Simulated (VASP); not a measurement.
# GaCo: Co into a neighbouring Co vacancy, part 2 of 2

How hard is this move in GaCo: Co into a neighbouring Co vacancy? Both ends are relaxed first, then a band of images between them. The start is a cell from a database of measured crystal structures.

VASP 6.6.1, plane waves and PAW; the level of theory is named at each step.

So far. Step 4 (Relax the start): The run ended after 7 ionic steps, 0.354 eV below its first step, once the forces on the free atoms met EDIFFG = -0.05. Step 5 (Relax the end): The run ended after 7 ionic steps, 0.378 eV below its first step, once the forces on the free atoms met EDIFFG = -0.05.

## (6) Nudged elastic band

Images on a straight line between the ends relax across the path, while springs keep them spaced along it.

Input file INCAR:

```
SYSTEM = Ga16Co15
PREC = Normal
ENCUT = 280
EDIFF = 1E-05
NELM = 120
ISMEAR = 1
SIGMA = 0.15
LREAL = Auto
ALGO = Fast
GGA = CA
NBANDS = 132
ISPIN = 2
MAGMOM = 0 0 0 0 0 0 0 0 0 0 0 0 0 0 0 0 2 2 2 2 2 2 2 2 2 2 2 2 2 2 2
LASPH = .TRUE.
LMAXMIX = 4
LWAVE = .FALSE.
LCHARG = .FALSE.
NCORE = 2
IMAGES = 3
SPRING = -5
IBRION = 1
POTIM = 0.3
NSW = 60
EDIFFG = -0.05
ISYM = 0
ISIF = 0
```

Input file POSCAR:

```
Ga16Co15
1.0
    0.0000000000      5.6194279104      5.6194279104
    5.6194279104      0.0000000000      5.6194279104
    5.6194279104      5.6194279104      0.0000000000
Ga Co
16 15
Direct
    0.1210935654      0.1212516734      0.1218214147
    0.6361129343      0.1208199490      0.1214322043
    0.1208245554      0.6356131847      0.1212839874
    0.1205817332      0.1214860444      0.6361788338
    0.3743955769      0.3739989141      0.3754611289
    0.6252006745      0.6251168697      0.1238003794
    0.6245230419      0.1238141920      0.6259832853
    0.8760701919      0.3742990261      0.3747922769
    0.1237165080      0.6256122082      0.6251487629
    0.3742557090      0.8762002375      0.3743386937
    0.3740688977      0.3748346618      0.8761793662
    0.6251093934      0.6253019473      0.6259793116
    0.8788451752      0.8781695102      0.3640362816
    0.8779370199      0.3641556660      0.8791532801
    0.3640004853      0.8785521148      0.8785970306
    0.8784112610      0.8784426586      0.8786407659
    0.4997919363      0.0001295260      0.9999887307
    0.9996020548      0.4998463970      0.9998797509
    0.9993335536      0.9999590455      0.5001391882
    0.2501367649      0.2499132651      0.2499122978
    0.4991160987      0.4998103366      0.0007556558
    0.4999464497      0.9995702618      0.5002277542
    0.7467476027      0.2525739596      0.2541173193
    0.9997538268      0.4998831663      0.5002274820
    0.2536645808      0.7460504332      0.2528640967
    0.2522504908      0.2535618060      0.7471396367
    0.4997774770      0.5000877490      0.5000966061
    0.7464226940      0.7461951149      0.2536135682
    0.7461859986      0.2533487409      0.7470275941
    0.2529651663      0.7468950060      0.7464683740
    0.7498920388      0.7504117937      0.7496960582
```

Input file KPOINTS:

```
Automatic mesh
0
Gamma
3 3 3
0 0 0
```

Input file 00/POSCAR:

```
Ga16Co15
1.0
    0.0000000000      5.6194279104      5.6194279104
    5.6194279104      0.0000000000      5.6194279104
    5.6194279104      5.6194279104      0.0000000000
Ga Co
16 15
Direct
    0.1210935654      0.1212516734      0.1218214147
    0.6361129343      0.1208199490      0.1214322043
    0.1208245554      0.6356131847      0.1212839874
    0.1205817332      0.1214860444      0.6361788338
    0.3743955769      0.3739989141      0.3754611289
    0.6252006745      0.6251168697      0.1238003794
    0.6245230419      0.1238141920      0.6259832853
    0.8760701919      0.3742990261      0.3747922769
    0.1237165080      0.6256122082      0.6251487629
    0.3742557090      0.8762002375      0.3743386937
    0.3740688977      0.3748346618      0.8761793662
    0.6251093934      0.6253019473      0.6259793116
    0.8788451752      0.8781695102      0.3640362816
    0.8779370199      0.3641556660      0.8791532801
    0.3640004853      0.8785521148      0.8785970306
    0.8784112610      0.8784426586      0.8786407659
    0.4997919363      0.0001295260      0.9999887307
    0.9996020548      0.4998463970      0.9998797509
    0.9993335536      0.9999590455      0.5001391882
    0.2501367649      0.2499132651      0.2499122978
    0.4991160987      0.4998103366      0.0007556558
    0.4999464497      0.9995702618      0.5002277542
    0.7467476027      0.2525739596      0.2541173193
    0.9997538268      0.4998831663      0.5002274820
    0.2536645808      0.7460504332      0.2528640967
    0.2522504908      0.2535618060      0.7471396367
    0.4997774770      0.5000877490      0.5000966061
    0.7464226940      0.7461951149      0.2536135682
    0.7461859986      0.2533487409      0.7470275941
    0.2529651663      0.7468950060      0.7464683740
    0.7498920388      0.7504117937      0.7496960582
```

Input file 01/POSCAR:

```
Ga16Co15
1.0
    0.0000000000      5.6194279104      5.6194279104
    5.6194279104      0.0000000000      5.6194279104
    5.6194279104      5.6194279104      0.0000000000
Ga Co
16 15
Direct
    0.1190172308      0.1229369864      0.1238604783
    0.6341048245      0.1225780028      0.1234350022
    0.1217344150      0.6326493273      0.1227201859
    0.1215181550      0.1225177484      0.6335014220
    0.3772566660      0.3730528685      0.3745994368
    0.6258490542      0.6222244933      0.1253158303
    0.6253036641      0.1248940257      0.6232497559
    0.8746158540      0.3734041714      0.3741779008
    0.1236094046      0.6252047679      0.6253222750
    0.3742571590      0.8757958728      0.3744808943
    0.3743854402      0.3743657376      0.8762637024
    0.6253652980      0.6247847489      0.6258674525
    0.8768361614      0.8798585638      0.3661619880
    0.8762713014      0.3658465395      0.8809790368
    0.3666727202      0.8775879296      0.8781074298
    0.8769269885      0.8775134818      0.8782334414
    0.4994818039     -0.0000516720      1.0003876782
    1.0003799131      0.5005576073      0.9993825997
    0.9999262515      0.9990235059      0.5013730896
    0.2498616421      0.2497463086      0.2501920155
    0.4985607834      0.5004441364     -0.0000316083
    0.4990038750      0.9985422965      0.5012347213
    0.8107495316      0.1884297255      0.1899798067
    0.9997932989      0.4997423515      0.5002798113
    0.2524620777      0.7468436589      0.2524978820
    0.2516346663      0.2525348240      0.7481315093
    0.4986661578      0.5007020894      0.5012522241
    0.7471083366      0.7469687606      0.2530156378
    0.7471155274      0.2522849864      0.7480464548
    0.2521053702      0.7474195904      0.7476003088
    0.7496120508      0.7502206738      0.7500517752
```

Input file 02/POSCAR:

```
Ga16Co15
1.0
    0.0000000000      5.6194279104      5.6194279104
    5.6194279104      0.0000000000      5.6194279104
    5.6194279104      5.6194279104      0.0000000000
Ga Co
16 15
Direct
    0.1169408963      0.1246222995      0.1258995420
    0.6320967148      0.1243360567      0.1254378000
    0.1226442746      0.6296854698      0.1241563844
    0.1224545768      0.1235494523      0.6308240102
    0.3801177550      0.3721068229      0.3737377448
    0.6264974340      0.6193321170      0.1268312812
    0.6260842864      0.1259738594      0.6205162265
    0.8731615160      0.3725093167      0.3735635246
    0.1235023012      0.6247973277      0.6254957871
    0.3742586089      0.8753915080      0.3746230948
    0.3747019827      0.3738968134      0.8763480385
    0.6256212026      0.6242675504      0.6257555934
    0.8748271475      0.8815476174      0.3682876943
    0.8746055828      0.3675374130      0.8828047935
    0.3693449550      0.8766237443      0.8776178291
    0.8754427160      0.8765843049      0.8778261169
    0.4991716716     -0.0002328700      1.0007866256
    1.0011577714      0.5012688176      0.9988854485
    1.0005189494      0.9980879662      0.5026069910
    0.2495865193      0.2495793522      0.2504717332
    0.4980054680      0.5010779362     -0.0008188723
    0.4980613002      0.9975143312      0.5022416884
    0.8747514606      0.1242854915      0.1258422940
    0.9998327710      0.4996015368      0.5003321406
    0.2512595747      0.7476368846      0.2521316673
    0.2510188417      0.2515078419      0.7491233820
    0.4975548385      0.5013164299      0.5024078420
    0.7477939792      0.7477424062      0.2524177074
    0.7480450561      0.2512212320      0.7490653156
    0.2512455742      0.7479441747      0.7487322436
    0.7493320628      0.7500295539      0.7504074922
```

Input file 03/POSCAR:

```
Ga16Co15
1.0
    0.0000000000      5.6194279104      5.6194279104
    5.6194279104      0.0000000000      5.6194279104
    5.6194279104      5.6194279104      0.0000000000
Ga Co
16 15
Direct
    0.1148645618      0.1263076126      0.1279386056
    0.6300886050      0.1260941106      0.1274405978
    0.1235541342      0.6267216124      0.1255925828
    0.1233909986      0.1245811562      0.6281465985
    0.3829788440      0.3711607774      0.3728760528
    0.6271458137      0.6164397406      0.1283467321
    0.6268649086      0.1270536930      0.6177826971
    0.8717071781      0.3716144620      0.3729491484
    0.1233951979      0.6243898874      0.6256692992
    0.3742600588      0.8749871432      0.3747652954
    0.3750185252      0.3734278892      0.8764323746
    0.6258771072      0.6237503520      0.6256437344
    0.8728181336      0.8832366710      0.3704134006
    0.8729398643      0.3692282866      0.8846305502
    0.3720171898      0.8756595590      0.8771282284
    0.8739584434      0.8756551280      0.8774187924
    0.4988615392     -0.0004140679      1.0011855731
    1.0019356298      0.5019800280      0.9983882973
    1.0011116473      0.9971524266      0.5038408925
    0.2493113965      0.2494123958      0.2507514510
    0.4974501527      0.5017117360     -0.0016061364
    0.4971187254      0.9964863660      0.5032486555
    0.9387533895      0.0601412574      0.0617047814
    0.9998722432      0.4994607220      0.5003844700
    0.2500570716      0.7484301103      0.2517654525
    0.2504030172      0.2504808598      0.7501152546
    0.4964435192      0.5019307704      0.5035634600
    0.7484796218      0.7485160519      0.2518197770
    0.7489745848      0.2501574776      0.7500841763
    0.2503857781      0.7484687590      0.7498641783
    0.7490520747      0.7498384341      0.7507632093
```

Input file 04/POSCAR:

```
Ga16Co15
1.0
    0.0000000000      5.6194279104      5.6194279104
    5.6194279104      0.0000000000      5.6194279104
    5.6194279104      5.6194279104      0.0000000000
Ga Co
16 15
Direct
    0.1127882272      0.1279929256      0.1299776692
    0.6280804952      0.1278521644      0.1294433957
    0.1244639938      0.6237577550      0.1270287813
    0.1243274204      0.1256128602      0.6254691867
    0.3858399331      0.3702147318      0.3720143607
    0.6277941934      0.6135473642      0.1298621830
    0.6276455309      0.1281335267      0.6150491677
    0.8702528402      0.3707196073      0.3723347723
    0.1232880945      0.6239824472      0.6258428113
    0.3742615088      0.8745827785      0.3749074960
    0.3753350677      0.3729589650      0.8765167108
    0.6261330118      0.6232331536      0.6255318753
    0.8708091198      0.8849257246      0.3725391070
    0.8712741458      0.3709191601      0.8864563069
    0.3746894247      0.8746953738      0.8766386276
    0.8724741709      0.8747259512      0.8770114679
    0.4985514068     -0.0005952659      1.0015845205
    1.0027134881      0.5026912383      0.9978911461
    1.0017043452      0.9962168870      0.5050747939
    0.2490362737      0.2492454393      0.2510311687
    0.4968948374      0.5023455358     -0.0023934004
    0.4961761507      0.9954584007      0.5042556226
    1.0027553184     -0.0040029766     -0.0024327312
    0.9999117153      0.4993199072      0.5004367993
    0.2488545686      0.7492233360      0.2513992378
    0.2497871926      0.2494538778      0.7511071272
    0.4953322000      0.5025451108      0.5047190780
    0.7491652644      0.7492896976      0.2512218466
    0.7499041136      0.2490937231      0.7511030370
    0.2495259821      0.7489933434      0.7509961131
    0.7487720867      0.7496473142      0.7511189263
```

Potentials, in the order of the species: Ga and Co (LDA family, release 64).

Command:

```bash
> mpirun -np 6 vasp_std
```

It took 1.8 h on 6 MPI ranks of AMD EPYC 9R45, shared host; peak memory 1.9 GiB.

The band used up its steps before its forces met the threshold, so no barrier is taken from it.

## (7) Outcome

- result: none

**Reading.** The session ends without its result: «nudged elastic band» used up its steps.

[Lines on the potential files, build, host, timing and source positions are cut from VASP's logs without a mark.]

[Logs are printed without paths, hosts, clocks, repeated set-up lines and the standing remarks that a program may print on its own settings, such as how far it seeks lower states.]

[Hosts, paths, dates, database ids (printed as entryN), source tags and the programs' standing remarks are cut or masked in the printed files.]

[Runs that stopped without an error message from VASP are left out.]
